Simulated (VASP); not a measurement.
# O2CH: single point with PBE+D4

The system is O2CH, in a box.

```
O C H
1.0
    12.50085    0.00000    0.00000
     0.00000   13.00085    0.00000
     0.00000    0.00000   13.50085
O C H
2 1 1
Direct
  0.50487 0.53546 0.41335
  0.42558 0.49230 0.56626
  0.49225 0.50540 0.49959
  0.57534 0.47937 0.52966
```

| Quantity | Value |
| --- | --- |
| Program | VASP 6.6.1 |
| Task | single point |
| Functional | PBE |
| Dispersion | D4 |
| Potentials or basis | VASP PAW PBE potentials, release 64 (O, C, H) |
| Cutoff | 400 eV |
| k mesh | 1 × 1 × 1 |
| Occupations | gaussian, width 0.01 eV |
| Spin | collinear spin, ferromagnetic start |
| Starting moments | [0.5, 0.5, 0.5, 0.5] μB |
| Fixed moment | 1 μB |

* Largest force: 0.023 eV/Å
* Net moment: 1.00 μB per cell
* Site moments: O +0.31; C -0.03; H +0.16 μB
* Valence electrons inside the program's atomic spheres: O 5.09; C 2.65; H 0.58
* Dispersion energy per atom: -0.009 eV

Forces in eV/Å, atoms in the order of the input:
```
O    0.004  0.004 -0.022
O    0.003  0.000  0.005
C    0.000 -0.006  0.018
H   -0.007  0.001  0.000
```

Wall time 46 s on 4 MPI ranks on Intel(R) Xeon(R) 6975P-C (Granite Rapids), on a shared host, peak memory 0.62 GiB a rank.

Caveat: the standard files for N, O and F lose accuracy on very short bonds; the total moment is fixed, so each spin has its own Fermi level.
